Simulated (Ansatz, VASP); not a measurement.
## ScAl: programs and potentials compared

The starting cell:

```
CELL_PARAMETERS angstrom
3.37035 0.00000 0.00000
0.00000 3.37035 0.00000
0.00000 0.00000 3.37035
ATOMIC_POSITIONS crystal
Sc 0.50000 0.50000 0.50000
Al 0.00000 0.00000 0.00000
```

The cell comes from a database or a generator and needn't be the stable form of this composition.

Alike in all runs: task relaxation of cell and atoms; functional LDA; k mesh 8 × 8 × 8; occupations fermi-dirac, width 0.05 eV; no spin polarisation; no spin-orbit coupling. LDA stands for any of its common fits.

```csv
program and potentials,plane-wave cutoff (eV),notes,equilibrium volume (Å³/atom)
"Ansatz, Ansatz PAW",420,"potentials made for PBE, which Ansatz adapts in part",18.10
"Ansatz, all-electron LAPW, scalar-relativistic",-,-,18.10
"VASP, LDA PAW files Al, Sc_sv, 600 eV",600,-,18.14
```

The equilibrium volume spans 18.10 (Ansatz, all-electron LAPW, scalar-relativistic) to 18.14 Å³/atom (VASP, LDA PAW files Al, Sc_sv, 600 eV), with all-electron results at 18.10. Relaxations stop with a little pressure left, so the last digit of a volume isn't settled.

The functional is the same throughout but for its coding, so the spread measures potentials, basis and numerics; runs on potential files found faulty are left out.
